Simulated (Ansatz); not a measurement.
# NbC: the cost of one run

Computed with Ansatz 0.2.0 (DFT PBE, scalar-relativistic, plane waves, PAW, unless a step's input says otherwise).

1 further run of the same task is left out (set aside as unsound or not needed).

## Step 1: The structure to begin with

Symmetry: Fm-3m, No. 225, cubic system. The conventional cell has a = 4.400 Å, b = 4.400 Å, c = 4.400 Å, α = 90.00°, β = 90.00°, γ = 90.00°. Nb (site symmetry m-3m) is surrounded by 6 C at 2.20 Å. C (site symmetry m-3m) is surrounded by 6 Nb at 2.20 Å.

Coordinates:

```
CELL_PARAMETERS angstrom
0.00000 2.20000 2.20000
2.20000 0.00000 2.20000
2.20000 2.20000 0.00000
ATOMIC_POSITIONS crystal
Nb 0.00000 0.00000 0.00000
C 0.50000 0.50000 0.50000
```

The structure comes from the Crystallography Open Database.

## Step 2: A change within the space group

What differs from the listed cell: strain xx, yy, zz, yz, xz, xy = -0.4, -0.4, -0.4, +0.0, +0.0, +0.0 %.

Contents of input.yaml:

```yaml
crystal:
  lattice:
    - [0.0, 2.192256, 2.192256]
    - [2.192256, 0.0, 2.192256]
    - [2.192256, 2.192256, 0.0]
  atoms:
    - { symbol: Nb, position: [0.0, 0.0, 0.0] }
    - { symbol: C, position: [0.5, 0.5, 0.5] }
basis:
  ecutwfc: 420
kpoints:
  mp_grid: { grid: [16, 16, 16] }
hamiltonian:
  xc: pbe
scf:
  occupations: { method: gaussian, width: 0.1 }
output:
  forces: true
  stress: true
  eigenvalues: true
```

Run with:

```bash
$ ansatz run input.yaml --threads 1 --pin off --max-ram 1331MiB --backend cpu --events-out ev --progress --plain --runs-dir out
```

What time and memory should one allow on 1 thread of an Arm CPU, shared host?

About 3.1 s, with a peak of 0.31 GiB.
